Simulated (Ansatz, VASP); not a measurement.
**CuI (Marshite) in VASP and in Ansatz**

File INCAR:

```
SYSTEM = CuI
  PREC = Accurate
  ENCUT = 600
  EDIFF = 1E-6
  ISMEAR = -1
  SIGMA = 0.05
  LREAL = .FALSE.
  LASPH = .TRUE.
  NELM = 100
  ALGO = Normal
  ISIF = 3
  LWAVE = .FALSE.
  LCHARG = .FALSE.
  GGA = B5
  ALDAX = 1.0
  AGGAX = 1.0
  AGGAC = 1.0
  ALDAC = 0.0
  IVDW = 13
  VDW_S6 = 1.0
  VDW_S8 = 2.34076671
  VDW_A1 = 0.44488865
  VDW_A2 = 4.0933009
  IBRION = 2
  NSW = 80
  EDIFFG = -0.01
```

File KPOINTS:

```
regular mesh
0
G
  8 8 8
  0 0 0
```

POSCAR

```
CuI
1.0
    0.0000000000      3.0315000000      3.0315000000
    3.0315000000      0.0000000000      3.0315000000
    3.0315000000      3.0315000000      0.0000000000
I Cu
1 1
Direct
    0.0000000000      0.0000000000      0.0000000000
    0.7500000000      0.7500000000      0.7500000000
```

The input input.yaml:

```yaml
crystal:
  lattice:
    - [0.0, 3.0315, 3.0315]
    - [3.0315, 0.0, 3.0315]
    - [3.0315, 3.0315, 0.0]
  atoms:
    - { symbol: I, position: [0.0, 0.0, 0.0] }
    - { symbol: Cu, position: [0.75, 0.75, 0.75] }
kpoints:
  mp_grid: { grid: [8, 8, 8] }
scf:
  occupations: { method: fermi_dirac, width: 0.05 }
hamiltonian:
  xc: blyp
  dispersion: d4
  pseudopotentials: { kind: all_electron, lapw: { basis_error: 0.001 } }
output:
  forces: true
  stress: true
relax:
  f_tol: 0.01
  max_steps: 60
  cell: {}
```

Alike in both runs: task relaxation of cell and atoms; functional BLYP; dispersion D4; k mesh 8 × 8 × 8; occupations fermi-dirac, width 0.05 eV; no spin polarisation.

```csv
,VASP,Ansatz
version,VASP 6.6.1,Ansatz 0.2.0
potentials or method,"VASP PAW PBE potentials, release 64 (I, Cu)","all-electron LAPW, scalar-relativistic"
plane-wave cutoff (eV),600,see its input
```

Ansatz gave:

```
relaxed volume (Å³/atom)                                     : 27.21
relaxed cell length with the largest relative difference (Å) : 4.253
energy change over the relaxation (meV/atom)                 : -2
```

**Question.** What did VASP give for the same quantities?

**Answer.** Relaxed volume (Å³/atom): 27.28; relaxed cell length with the largest relative difference (Å): 4.257; energy change over the relaxation (meV/atom): -2.

Ansatz ran all-electron here, so the differences hold the error of VASP's frozen core and of both bases.

Caveats: spin-orbit coupling is left out, which moves the levels of the heavy elements; the PAW data sets were made with another functional, which shifts forces and pressure a little (VASP). Expect the measured gap to be larger: semilocal functionals such as BLYP lack the derivative discontinuity.
